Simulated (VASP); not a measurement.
# PtSe2 (C2/m) in VASP: further runs, part 2 of 2

VASP 6.6.1. The steps go on from the part before.

## 5. Single point, LDA+U, collinear spin, random start

INCAR reads:

```
SYSTEM = PtSe2
ALGO     = Normal         ! electronic algorithm
EDIFF    = 1E-7           ! SCF threshold, eV
ENCUT    = 520            ! plane-wave cutoff, eV
ISIF     = 2              ! what is computed and relaxed
ISMEAR   = 0              ! smearing method
ISPIN    = 2              ! spin polarisation
LASPH    = .TRUE.         ! aspherical terms in the spheres
LCHARG   = .FALSE.        ! write CHGCAR
LDAU     = .TRUE.         ! DFT+U
LDAUJ    = 0 0          
LDAUL    = 2 -1           ! shell
LDAUPRINT= 1            
LDAUTYPE = 2            
LDAUU    = 8 0            ! U, eV
LMAXMIX  = 4              ! l up to which the mixer works
LORBIT   = 11             ! projections on sites
LREAL    = .FALSE.        ! projectors in reciprocal space
LWAVE    = .FALSE.        ! write WAVECAR
MAGMOM   = -0.1 0 0       ! initial moments
NELM     = 100            ! most SCF steps
PREC     = Accurate       ! precision mode
SIGMA    = 0.05           ! smearing width, eV
```

KPOINTS reads:

```
k-points
0
G
  6 6 4
  0 0 0
```

POSCAR reads:

```
PtSe2
1.0
    3.2802082100     -2.0108328800      0.0000000000
    3.2802082100      2.0108328800      0.0000000000
   -0.0032294100      0.0000000000      4.6257814300
Pt Se
1 2
Direct
    0.0000000000      0.0000000000      0.0000000000
    0.6879000000      0.6879000000      0.2889000000
    0.3121000000      0.3121000000      0.7111000000
```

Potentials or basis: VASP PAW LDA potentials, release 64 (Pt, Se).

On the command line:

```bash
cat potpaw_LDA.64/Pt/POTCAR potpaw_LDA.64/Se/POTCAR > POTCAR
mpirun -np 1 vasp_std > vasp.out
```

OUTCAR:

```text
SYSTEM = PtSe2
   EDIFF = 1E-7
   ENCUT = 520
   ISIF = 2
   ISMEAR = 0
   ISPIN = 2
   LASPH = .TRUE.
   LORBIT = 11
   LREAL = .FALSE.
   NELM = 100
   PREC = Accurate

 ion  position               nearest neighbor table
   1  0.000  0.000  0.000-   2 2.45   3 2.45   2 2.71   2 2.71   3 2.71   3 2.71
   2  0.688  0.688  0.289-   1 2.45   1 2.71   1 2.71
   3  0.312  0.312  0.711-   1 2.45   1 2.71   1 2.71

  LATTYP: Found a base centered monoclinic cell.
 ALAT       =     6.5604164200
 B/A-ratio  =     0.6130198912
 C/A-ratio  =     0.7051050210
 COS(beta)  =    -0.0006981327

  Lattice vectors:

 A1 = (   3.2802082100,  -2.0108328800,   0.0000000000)
 A2 = (   3.2802082100,   2.0108328800,   0.0000000000)
 A3 = (  -0.0032294100,   0.0000000000,   4.6257814300)

Analysis of symmetry for initial positions (statically):
=====================================================================
 Subroutine PRICEL returns:
 Original cell was already a primitive cell.
[... 1112 lines left out ...]

 [... further k-points ...]

------------------------ aborting loop because EDIFF is reached ----------------------------------------

  FORCE on cell =-STRESS in cart. coord.  units (eV):
  Direction    XX          YY          ZZ          XY          YZ          ZX
  --------------------------------------------------------------------------------------
  -------------------------------------------------------------------------------------
  Total       -4.3239123     -7.1823343     -3.9463401      0.0000000      0.0000000     -1.3796248
  in kB     -113.5259027   -188.5748222   -103.6126064      0.0000000      0.0000000    -36.2225551
  external PRESSURE =    -135.2377771 kB  Pullay stress =       0.0000000 kB

 VOLUME and BASIS-vectors are now :
 -----------------------------------------------------------------------------
  energy-cutoff  :      520.00
  volume of cell :       61.02
      direct lattice vectors                 reciprocal lattice vectors
     3.280208210 -2.010832880  0.000000000     0.152429348 -0.248653185  0.000106416
     3.280208210  2.010832880  0.000000000     0.152429348  0.248653185  0.000106416
    -0.003229410  0.000000000  4.625781430     0.000000000  0.000000000  0.216179691

 POSITION                                       TOTAL-FORCE (eV/Angst)
 -----------------------------------------------------------------------------------
      0.00000      0.00000      0.00000         0.000000      0.000000      0.000000
      4.51198      0.00000      1.33639        -0.187021      0.000000     -1.021044
      2.04521      0.00000      3.28939         0.187021      0.000000      1.021044
 -----------------------------------------------------------------------------------
    total drift:                                0.000000      0.000000      0.000000

  FREE ENERGIE OF THE ION-ELECTRON SYSTEM (eV)
  ---------------------------------------------------
  free  energy   TOTEN  =       -11.7250550652 eV

  energy  without entropy=      -11.7236993380  energy(sigma->0) =      -11.72437720

 total charge

# of ion       s       p       d       tot
------------------------------------------
    1        0.570   0.473   8.853   9.897
    2        1.505   2.116   0.057   3.679
    3        1.505   2.116   0.057   3.679
--------------------------------------------------
tot          3.581   4.706   8.968  17.255

 magnetization (x)

# of ion       s       p       d       tot
------------------------------------------
    1       -0.000  -0.000   0.000   0.000
    2       -0.000  -0.000  -0.000  -0.000
    3       -0.000  -0.000  -0.000  -0.000
--------------------------------------------------
tot         -0.000  -0.000   0.000   0.000
```

OSZICAR:

```text
N       E                     dE             d eps       ncg     rms          rms(c)
DAV:   1     0.119911791216E+03    0.11991E+03   -0.10067E+04  2860   0.126E+03
DAV:   2    -0.682871075599E+01   -0.12674E+03   -0.12423E+03  3611   0.239E+02
DAV:   3    -0.115489372484E+02   -0.47202E+01   -0.46463E+01  3395   0.494E+01
DAV:   4    -0.115890293163E+02   -0.40092E-01   -0.39257E-01  3401   0.475E+00
DAV:   5    -0.115893894956E+02   -0.36018E-03   -0.36017E-03  3450   0.434E-01    0.156E+01
DAV:   6    -0.116073590586E+02   -0.17970E-01   -0.22431E-01  2932   0.348E+00    0.895E+00
DAV:   7    -0.117052355225E+02   -0.97876E-01   -0.36870E-01  3177   0.538E+00    0.136E+00
DAV:   8    -0.117124379525E+02   -0.72024E-02   -0.24441E-02  3282   0.136E+00    0.832E-01
DAV:   9    -0.117204184216E+02   -0.79805E-02   -0.12034E-02  3303   0.109E+00    0.528E-01
DAV:  10    -0.117245251041E+02   -0.41067E-02   -0.10798E-02  3142   0.107E+00    0.245E-01
DAV:  11    -0.117248951232E+02   -0.37002E-03   -0.12000E-03  3156   0.296E-01    0.855E-02
DAV:  12    -0.117249589384E+02   -0.63815E-04   -0.16889E-04  3016   0.124E-01    0.446E-02
DAV:  13    -0.117250175809E+02   -0.58643E-04   -0.94858E-05  3114   0.898E-02    0.307E-02
DAV:  14    -0.117250482731E+02   -0.30692E-04   -0.89617E-05  2953   0.861E-02    0.161E-02
DAV:  15    -0.117250536967E+02   -0.54236E-05   -0.24345E-05  3184   0.442E-02    0.747E-03
DAV:  16    -0.117250546441E+02   -0.94738E-06   -0.23689E-06  2967   0.135E-02    0.452E-03
DAV:  17    -0.117250549788E+02   -0.33467E-06   -0.70693E-07  2617   0.746E-03    0.235E-03
DAV:  18    -0.117250550652E+02   -0.86386E-07   -0.19743E-07  2104   0.379E-03
   1 F= -.11725055E+02 E0= -.11724377E+02  d E =-.135573E-02  mag=    -0.0000
```

It took 42 s on 1 thread of Intel Xeon 6975P-C (Granite Rapids), shared host; peak memory 0.21 GiB.

Results:

| Property | Result |
| --- | --- |
| Free energy | -11.7251 eV |
| Pressure | -13.5 GPa |
| Largest force | 1.038 eV/Å |
| Band gap on the k mesh | none (metal or under the smearing width) |
| Net moment | 0.00 μB per cell |
| Valence electrons inside the program's atomic spheres | Pt 9.90; Se 3.68 |

Forces on the atoms (eV/Å):
```
Pt   0.000  0.000  0.000
Se  -0.187  0.000 -1.021
Se   0.187  0.000  1.021
```

Levels at points of the mesh, in eV from the Fermi level:
Spin up:
| k point | band 7 | band 8 | band 9 | band 10 | band 11 | band 12 | band 13 | band 14 | band 15 |
| --- | --- | --- | --- | --- | --- | --- | --- | --- | --- |
| (0.00, 0.00, 0.00) | -4.67 | -3.00 | -0.82 | -0.32 | -0.02 | 0.82 | 0.99 | 4.10 | 4.13 |
| (0.50, 0.00, 0.00) | -4.20 | -3.42 | -3.15 | -3.00 | -2.23 | -0.08 | 2.61 | 5.74 | 7.21 |
| (0.50, 0.50, 0.00) | -4.52 | -3.81 | -3.50 | -2.82 | -2.04 | 0.99 | 2.17 | 5.14 | 6.14 |
| (0.00, 0.00, 0.50) | -4.76 | -2.33 | -2.04 | -2.00 | -1.35 | 1.97 | 2.32 | 5.68 | 7.01 |
| (0.50, 0.00, 0.50) | -4.59 | -3.91 | -3.55 | -1.54 | 0.08 | 0.09 | 1.79 | 5.17 | 5.22 |
| (0.50, 0.50, 0.50) | -4.58 | -4.52 | -3.51 | -1.70 | -1.23 | -0.63 | 1.10 | 6.21 | 6.35 |
Spin down:
| k point | band 7 | band 8 | band 9 | band 10 | band 11 | band 12 | band 13 | band 14 | band 15 |
| --- | --- | --- | --- | --- | --- | --- | --- | --- | --- |
| (0.00, 0.00, 0.00) | -4.67 | -3.00 | -0.82 | -0.32 | -0.02 | 0.82 | 0.99 | 4.10 | 4.13 |
| (0.50, 0.00, 0.00) | -4.20 | -3.42 | -3.15 | -3.00 | -2.23 | -0.08 | 2.61 | 5.74 | 7.21 |
| (0.50, 0.50, 0.00) | -4.52 | -3.81 | -3.50 | -2.82 | -2.04 | 0.99 | 2.17 | 5.14 | 6.14 |
| (0.00, 0.00, 0.50) | -4.76 | -2.33 | -2.04 | -2.00 | -1.35 | 1.97 | 2.32 | 5.68 | 7.00 |
| (0.50, 0.00, 0.50) | -4.59 | -3.91 | -3.55 | -1.54 | 0.08 | 0.09 | 1.79 | 5.17 | 5.22 |
| (0.50, 0.50, 0.50) | -4.58 | -4.52 | -3.51 | -1.70 | -1.23 | -0.63 | 1.10 | 6.21 | 6.35 |

Eigenvalues of the final occupation matrices:
| site | spin | trace | eigenvalues |
| --- | --- | --- | --- |
| site 1 d | 1 | 4.47 | 0.74 0.83 0.96 0.96 0.97 |
| site 1 d | 2 | 4.47 | 0.74 0.83 0.96 0.96 0.97 |

Caveat: forces of over 1 eV/Å show positions far from the minimum, so gaps and moduli don't describe the material at rest. Spin-orbit coupling is left out, which matters for the levels of Pt.

## 6. Single point, LDA+U, collinear spin, ferromagnetic start

INCAR reads:

```
SYSTEM = PtSe2
PREC = Accurate
ENCUT = 520
EDIFF = 1E-6
ISMEAR = 0
SIGMA = 0.05
LREAL = .FALSE.
LASPH = .TRUE.
NELM = 60
ALGO = Normal
ISIF = 2
LWAVE = .FALSE.
LCHARG = .FALSE.
ISPIN = 2
MAGMOM = 0.5 0 0
LORBIT = 11
NUPDOWN = 3
LMAXMIX = 4
LDAU = .TRUE.
LDAUTYPE = 2
LDAUL = 2 -1
LDAUU = 8 0
LDAUJ = 0 0
LDAUPRINT = 1
GGA = CA
NBANDS = 22
```

KPOINTS reads:

```
regular mesh
0
G
  6 6 4
  0 0 0
```

POSCAR is that of step 5.

Potentials or basis: VASP PAW LDA potentials, release 64 (Pt, Se).

On the command line:

```bash
cat potpaw_LDA.64/Pt/POTCAR potpaw_LDA.64/Se/POTCAR > POTCAR
mpirun -np 1 vasp_std > vasp.out
```

Wall time 1.7 min (1 thread of Intel Xeon 6975P-C (Granite Rapids), shared host); peak memory 0.23 GiB.

It converged, with:

```
Free energy                                           : -9.5056 eV
Pressure                                              : -0.9 GPa
Largest force                                         : 0.517 eV/Å
Net moment                                            : 3.00 μB per cell
Site moments                                          : Pt +1.26; Se +0.60 μB
Valence electrons inside the program's atomic spheres : Pt 9.79; Se 3.73
```

Forces on the atoms (eV/Å):
```
Pt   0.000  0.000  0.000
Se  -0.449  0.000 -0.256
Se   0.449  0.000  0.256
```

Stress tensor (GPa, compression positive):
```
-0.85  0.00 -1.72
 0.00 -3.51  0.00
-1.72  0.00  1.65
```

Eigenvalues of the final occupation matrices:
| site | spin | trace | eigenvalues |
| --- | --- | --- | --- |
| site 1 d | 1 | 4.97 | 0.98 0.98 0.98 1.01 1.02 |
| site 1 d | 2 | 3.83 | 0.28 0.70 0.95 0.95 0.96 |

Caveat: the moment is held away from its start; the total moment is fixed, so each spin has its own Fermi level. The state reached can hang on the start; a lower one may exist.

## 7. Single point, LDA+U, non-collinear spin, random start, spin-orbit coupling

INCAR reads:

```
ALGO = Normal
EDIFF = 1E-6
ENCUT = 520
GGA_COMPAT = F
ISIF = 2
ISMEAR = 0
LASPH = T
LCHARG = T
LDAU = T
LDAUJ = 0 0
LDAUL = 2 -1
LDAUPRINT = 1
LDAUTYPE = 2
LDAUU = 8 0
LMAXMIX = 4
LORBIT = 11
LORBMOM = T
LREAL = F
LSORBIT = T
LVHAR = T
LWAVE = F
MAGMOM = 0.065 0.156 0.021 0 0 0 0 0 0
NBANDS = 35
NELM = 60
PREC = Accurate
SIGMA = 0.05
```

KPOINTS reads:

```
k-points
0
Gamma
  6 6 4
```

POSCAR is that of step 6.

On the command line:

```bash
cat potpaw_LDA.64/Pt/POTCAR potpaw_LDA.64/Se/POTCAR > POTCAR
mpirun -np 1 vasp_ncl > vasp.out
```

It took 2.9 min on 1 thread of Intel Xeon 6975P-C (Granite Rapids), shared host; peak memory 0.41 GiB.

Results (log left out):

* Free energy: -12.0769 eV
* Pressure: -13.3 GPa
* Largest force: 1.050 eV/Å
* Net moment: 0.01 μB per cell
* Valence electrons inside the program's atomic spheres: Pt 9.87; Se 3.68

Forces on the atoms (eV/Å):
```
Pt   0.000  0.000  0.000
Se  -0.192  0.000 -1.033
Se   0.192  0.000  1.033
```

Stress tensor (GPa, compression positive):
```
-11.37   0.00  -3.56
  0.00 -18.42   0.00
 -3.56   0.00 -10.13
```

Moments on the atoms (μB; x, y, z):
```
Pt  0.01 0.01 0.00
Se  0.00 0.00 0.00
Se  0.00 0.00 0.00
```

Caveat: forces of over 1 eV/Å show positions far from the minimum, so gaps and moduli don't describe the material at rest.

## 8. The runs side by side

```tsv
spin	fixed moment (μB)	gap on the mesh (eV)	pressure (GPa)	moment (μB)	largest force (eV/Å)
collinear, ferromagnetic start	-	none	-13.5	0.00	1.04
collinear, zero start	-	none	-13.5	0.00	1.04
collinear, random start	-	none	-13.5	0.00	1.04
collinear, ferromagnetic start	3	-	-0.9	3.00	0.52
non-collinear, random start, SOC	-	-	-13.3	0.01	1.05
```

Alike in all rows: task single point; level LDA+U; potentials or basis VASP PAW LDA potentials, release 64 (Pt, Se); Pt d U = 8 eV; cell as given; k mesh 6 × 6 × 4; cutoff (eV) 520; smearing gaussian 0.05 eV.

Every run on the cell as given and a fine mesh finds a metal.

Caveats: forces of over 1 eV/Å show positions far from the minimum, so gaps and moduli don't describe the material at rest (some runs); the moment is held away from its start (some runs); the total moment is fixed, so each spin has its own Fermi level (some runs).

Total energies depend on the potentials used, so only differences within one code and one set of settings carry meaning.
